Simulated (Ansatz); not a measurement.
# Mg2Si: the cost of one run

Program: Ansatz 0.2.0. Level of theory: DFT LDA, frozen-core PAW and all-electron LAPW, scalar-relativistic unless said. These are calculated values, not measurements.

The COD entry's cell or inner coordinates are ideal or old and differ from later refinements, so a difference from it is no clean test against experiment.

**1. The structure to begin with**

Symmetry: Fm-3m, No. 225, cubic system. Conventional cell: a = 6.391 Å, b = 6.391 Å, c = 6.391 Å, α = 90.00°, β = 90.00°, γ = 90.00°. Around Mg (site symmetry -43m) lie 4 Si at 2.77 Å. Si (site symmetry m-3m) is surrounded by 8 Mg at 2.77 Å.

As a file:

```xyz
3
Lattice="0.0000 3.1955 3.1955 3.1955 0.0000 3.1955 3.1955 3.1955 0.0000" Properties=species:S:1:pos:R:3 pbc="T T T"
Mg    1.5978    1.5978    1.5978
Mg    4.7933    4.7933    4.7933
Si    0.0000    0.0000    0.0000
```

Cartesian axes are those of the input's lattice vectors. The structure goes back to a database entry.

**2. Cell and atoms relaxed, PAW**

input.yaml reads:

```yaml
crystal:
  lattice:
    - [0.0, 3.1955, 3.1955]
    - [3.1955, 0.0, 3.1955]
    - [3.1955, 3.1955, 0.0]
  atoms:
    - { symbol: Mg, position: [0.25, 0.25, 0.25] }
    - { symbol: Mg, position: [0.75, 0.75, 0.75] }
    - { symbol: Si, position: [0.0, 0.0, 0.0] }
kpoints:
  mp_grid: { grid: [10, 10, 10] }
scf:
  occupations: { method: fermi_dirac, width: 0.08 }
hamiltonian:
  xc: lda
  pseudopotentials: { kind: paw }
relax:
  f_tol: 0.002
  max_steps: 80
  cell: {}
output:
  forces: true
  stress: true
  write_density: true
  write_potential: true
  elf: true
  volumetric_format: npy
```

On the command line:

```sh
> ansatz run input.yaml --threads 2 --pin off --max-ram 6144MiB --backend cpu --events-out ev --progress --plain --runs-dir out
```

Q: Estimate wall time and peak memory on 2 threads of Arm Neoverse V1, shared host.

About 6.4 s, with a peak of 0.34 GiB.
